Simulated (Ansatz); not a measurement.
Input of an Ansatz 0.2.0 run:

Contents of input.yaml:

```yaml
crystal:
  lattice:
    - [0.0, 2.87015, 2.87015]
    - [2.87015, 0.0, 2.87015]
    - [2.87015, 2.87015, 0.0]
  atoms:
    - { symbol: Ag, position: [0.0, 0.0, 0.0] }
    - { symbol: Br, position: [0.5, 0.5, 0.5] }
hamiltonian:
  xc: revpbe
  pseudopotentials: { kind: paw }
kpoints:
  mp_grid: { grid: [8, 8, 8] }
scf:
  occupations: { method: fermi_dirac, width: 0.05 }
output:
  forces: true
  stress: true
  write_density: true
  write_potential: true
  elf: true
  volumetric_format: npy
relax:
  f_tol: 0.01
  max_steps: 40
  cell: { stress_tol: 0.05 }
```

Potentials or basis: Ansatz PAW.

Run with:

```sh
$ ansatz run input.yaml --threads 2 --pin off --max-ram 5632MiB --backend cpu --events-out ev --progress --plain --runs-dir out
```

Problem. Estimate the relaxed volume.

Solution. 26.31 Å³/atom.

Problem. What does it give for the relaxed cell?

Solution. a = 4.206 Å, b = 4.206 Å, c = 4.206 Å, α = 60.00°, β = 60.00°, γ = 60.00°.

Problem. Predict the space group after relaxing (to 0.05 Å).

Solution. Fm-3m (No. 225).

Final structure:
```
Ag Br
1.0
     0.00000    2.97423    2.97423
     2.97423    0.00000    2.97423
     2.97423    2.97423    0.00000
Ag Br
1 1
Direct
  0.00000 0.00000 0.00000
  0.50000 0.50000 0.50000
```

Caveat: the volume moved by +11 % from the deposited cell, more than functionals usually miss; the PAW data sets come from PBE, with cores solved anew for the run's functional, which leaves a small shift of forces and pressure. Zero-point motion and thermal expansion aren't in these numbers.
